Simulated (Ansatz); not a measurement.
Structure relaxation of VSi2

Theory: DFT PBE, scalar-relativistic, plane waves, PAW in Ansatz 0.2.0. Cutoff 420 eV, Γ-centred k mesh, Gaussian smearing, no spin polarisation in the final step.

The start puts VSi2 on the anatase structure type (I4_1/amd, No. 141), with V in place of Ti, Si in place of O, at a guessed volume.

```
V Si
1.0
    -1.96908    1.96908    4.94950
     1.96908   -1.96908    4.94950
     1.96908    1.96908   -4.94950
V Si
2 4
Direct
  0.00000 0.00000 0.00000
  0.75000 0.25000 0.50000
  0.20660 0.20660 0.00000
  0.95660 0.45660 0.50000
  0.54340 0.04340 0.50000
  0.79340 0.79340 0.00000
```

Cell and atoms relax at zero pressure; the relaxation can't lower the symmetry of the start. After a coarse first stage the cell is made exact in the group found at 0.06 Å.

Energies over the elements count from the elements' standard structures at the same level, with no empirical corrections.

Q: Describe the relaxed structure.

A: It keeps I4_1/amd (No. 141), but not the shape of the type it started on. Conventional cell: a = 4.787 Å, c = 8.027 Å. Around V lie 6 Si at 2.44–2.50 Å; around Si lie 3 V at 2.44–2.50 Å and 2 Si at 2.60 Å.

```cif
data_structure
_symmetry_space_group_name_H-M 'I4_1/amd:1'
_symmetry_Int_Tables_number 141
_cell_length_a 4.7874
_cell_length_b 4.7874
_cell_length_c 8.0275
_cell_angle_alpha 90.000
_cell_angle_beta 90.000
_cell_angle_gamma 90.000
_cell_volume 183.98
loop_
_atom_site_label
_atom_site_type_symbol
_atom_site_symmetry_multiplicity
_atom_site_Wyckoff_symbol
_atom_site_fract_x
_atom_site_fract_y
_atom_site_fract_z
_atom_site_occupancy
V1 V 4 a 0.00000 0.00000 0.00000 1
Si1 Si 8 e 0.00000 0.00000 0.31105 1
```

Q: What are its volume, energy, density and gap?

A: The volume per atom is 15.33 Å³, the density is 3.87 g/cm³ and the energy over the elements is 0.27 eV/atom. The gap on the 12×12×12 mesh is 0 eV (a metal).

The final run used a 12×12×12 mesh on its 6-atom cell and 0.10 eV smearing. The k mesh leaves about 4 meV/atom of noise in metals. Symmetry constrained the relaxation, so the result can be a saddle point.

Cost: 3 runs of about 3.3 core-minutes in all, on Arm Neoverse V1 (shared hosts).